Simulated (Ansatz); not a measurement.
Write the native input for Ansatz 0.2.0 that does the following.

* Task: relaxation of cell and atoms
* Functional: r2SCAN
* Potentials or basis: Ansatz PAW
* Cutoff: 500 eV (not typed: the program's choice for these potentials)
* k mesh: 11 × 11 × 5
* Occupations: fermi-dirac, width 0.05 eV
* Spin: no spin polarisation
* Target pressure: 10 GPa
* Target pressure (GPa): 10

Crystal: Ta.

```
Ta
1.0
     2.90037    0.00000    0.00000
    -1.45019    2.51180    0.00000
     0.00000    0.00000    5.16627
Ta
2
Cartesian
  0.0000 1.6745 1.2916
  1.4502 0.8373 3.8747
```

This isn't the form of Ta at room conditions, which is bcc.

These files were run (other wordings do the same):

input.yaml

```yaml
crystal:
  lattice:
    - [2.9003720726, 0.0, 0.0]
    - [-1.4501860363, 2.5117958953, 0.0]
    - [0.0, 0.0, 5.166274]
  atoms:
    - { symbol: Ta, position: [0.3333333333, 0.6666666667, 0.25] }
    - { symbol: Ta, position: [0.6666666667, 0.3333333333, 0.75] }
hamiltonian:
  xc: r2scan
  pseudopotentials: { kind: paw }
kpoints:
  mp_grid: { grid: [11, 11, 5] }
scf:
  occupations: { method: fermi_dirac, width: 0.05 }
output:
  forces: true
  stress: true
  eigenvalues: true
relax:
  f_tol: 0.01
  max_steps: 40
  cell: { stress_tol: 0.05, p_target: 10.0 }
```

Potentials or basis: Ansatz PAW.

The run is started by

```sh
$ ansatz run input.yaml --threads 2 --pin off --max-ram 5632MiB --backend cpu --events-out ev --progress --plain --runs-dir out
```

It gave:

| Property | Result |
| --- | --- |
| Relaxed volume | 17.64 Å³/atom |
| Relaxed cell | a = 2.836 Å, b = 2.836 Å, c = 5.063 Å, α = 90.00°, β = 90.00°, γ = 120.00° |
| Space group after relaxing (to 0.05 Å) | P6_3/mmc (No. 194) |
| Energy change on relaxing (the enthalpy is what falls) | +20.8 meV/atom |
| Ionic steps | 5 |
| Pressure after relaxing | 10.0 GPa |
| Band gap on the k mesh | none (metal or under the smearing width) |

Caveat: the plane-wave basis is chosen anew once the cell has moved, so the energies of steps on either side of that aren't comparable; the PAW data sets come from PBE, with cores solved anew for the run's functional, which leaves a small shift of forces and pressure.

Run time: 3.9 s on 2 threads of AMD EPYC 9R45 96-Core Processor (Zen 5), with other jobs on the host, peak memory 0.51 GiB.
